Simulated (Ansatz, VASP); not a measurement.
One calculation of B, two programs

```
B
1.0
     1.64594    0.00000    0.00000
     0.00000    2.90387    0.00000
     0.00000    0.00000    3.96591
B
2
Direct
  0.00000 0.50000 0.60926
  0.50000 0.00000 0.39074
```

Change from the starting cell: volume scaled by 1.04.

Alike in both runs: task single point; functional PBE; k mesh 16 × 9 × 7; occupations fermi-dirac, width 0.05 eV; no spin polarisation.

|  | VASP | Ansatz |
| --- | --- | --- |
| version | VASP 6.6.1 | Ansatz 0.2.0 |
| potentials or method | VASP PAW PBE potentials, release 64 (B) | Ansatz PAW |
| plane-wave cutoff (eV) | 520 | 420 |
| valence electrons in the cell | 6 | 6 |

```tsv
	VASP	Ansatz	Ansatz less VASP
gap on the k mesh at the Fermi level (eV)	none	none	-
pressure (GPa)	-6.4	-6.4	+0.03
largest component of the traceless stress (GPa)	7.35	7.41	+0.056
rms of the force components (eV/Å)	0.077	0.076	-0.0013
```

Atom by atom the forces differ by 0.001 eV/Å (rms over components). A gap of «none» marks a metal or a gap that the smearing closes. With one functional, cell and mesh, what is left measures potentials, basis and numerics.

Caveats: this functional lacks dispersion, which binds the layers, so the pressure and a relaxed spacing across them are unreliable.
